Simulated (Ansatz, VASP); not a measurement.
ZrB2 in VASP and in Ansatz

```
CELL_PARAMETERS angstrom
1.55993 0.90063 4.24998
-1.55993 0.90063 4.24998
0.00000 -1.80125 4.24998
ATOMIC_POSITIONS crystal
Zr 0.00000 0.00000 0.00000
B 0.81396 0.81396 0.81396
B 0.18604 0.18604 0.18604
```

Alike in both runs: functional PBE; k mesh 9 × 9 × 9; occupations gaussian, width 0.1 eV; no spin polarisation.

Ansatz relaxed the structure, and its values are those at the end. VASP's run is a single point on that final structure, the one shown.

```csv
,VASP,Ansatz
version,VASP 6.6.1,Ansatz 0.2.0
potentials or method,"VASP PAW PBE potentials, release 64 (Zr_sv, B)","scalar-relativistic, plane waves, PAW"
plane-wave cutoff (eV),520,420
valence electrons in the cell,18,18
```

|  | VASP | Ansatz | Ansatz less VASP |
| --- | --- | --- | --- |
| gap on the k mesh at the Fermi level (eV) | none | none | - |
| pressure (GPa) | 0.3 | 0.3 | -0.07 |

A gap of «none» marks a metal or a gap that the smearing closes.
